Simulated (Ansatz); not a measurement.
Notes on Hg

```yaml
crystal:
  lattice:
    - [4.07376, 0.00000, 0.00000]
    - [-0.05111, 8.13503, 0.00000]
    - [-1.81590, -3.92257, 8.97825]
  atoms:
    - { symbol: Hg, position: [0.24814, 0.15961, 0.98078] }
```

The numbers come from plane-wave PAW DFT (Ansatz): r2SCAN, no spin polarisation, 500 eV, 5×3×2 Γ-centred k points, fermi-dirac occupations (width 0.1105 eV). Nothing was relaxed.

**Stress.** The pressure is 0.0 GPa (compression positive), so with the atoms held at these fractions the cell is close to zero pressure.
**Electronic structure.** The gap on the k mesh is 5.06 eV; the mesh may miss the band edges, so the true gap of this level can be smaller.
**Contacts.** Hg–Hg at 4.07 Å: least valence density 0.03 e/Å³ and ELF 0.03 there, so no covalent bond. These are pseudo-fields; inside the PAW spheres they differ from the all-electron ones.

Origin: a known structure type with other elements, at an estimated volume, so it need not be a known compound. Caveats: the exchange-correlation potential is rough where the density is thin; an odd or shifted mesh can miss the band edges, so this level's true gap may be smaller; no spin-orbit coupling, which can shift this gap by tenths of an eV.
